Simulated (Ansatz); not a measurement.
Crystal: Au.

```
CELL_PARAMETERS angstrom
-1.65727 1.65727 1.65727
1.65727 -1.65727 1.65727
1.65727 1.65727 -1.65727
ATOMIC_POSITIONS crystal
Au 0.00000 0.00000 0.00000
```

This isn't the form of Au at room conditions, which is fcc.

Program: Ansatz 0.2.0. Alike in all runs: potentials or basis Ansatz PAW; cell as given.

Q: Order these runs on this cell by their pressure, lowest first.
A. level BLYP; spin off; k mesh 11 × 11 × 11; cutoff (eV) 420; smearing fermi-dirac 0.05 eV; points for each segment of the path 14
B. level r2SCAN; spin off; k mesh 11 × 11 × 11; cutoff (eV) 500; smearing fermi-dirac 0.05 eV; points for each segment of the path 14
C. level revPBE; spin off; k mesh 11 × 11 × 11; cutoff (eV) 420; smearing fermi-dirac 0.05 eV; points for each segment of the path 14
D. level PBE; spin off; k mesh 11 × 11 × 11; cutoff (eV) 420; smearing gaussian 0.013 eV
E. level PBEsol; spin SOC, no magnetisation; k mesh 8 × 8 × 8; cutoff (eV) 420; smearing fermi-dirac 0.05 eV; points for each segment of the path 14

A: E (-10.8 GPa), B (-4.1 GPa), D (-0.9 GPa), C (1.8 GPa), A (9.1 GPa).

Caveats: the PAW data sets come from PBE, with cores solved anew for the run's functional, which leaves a small shift of forces and pressure (some runs).
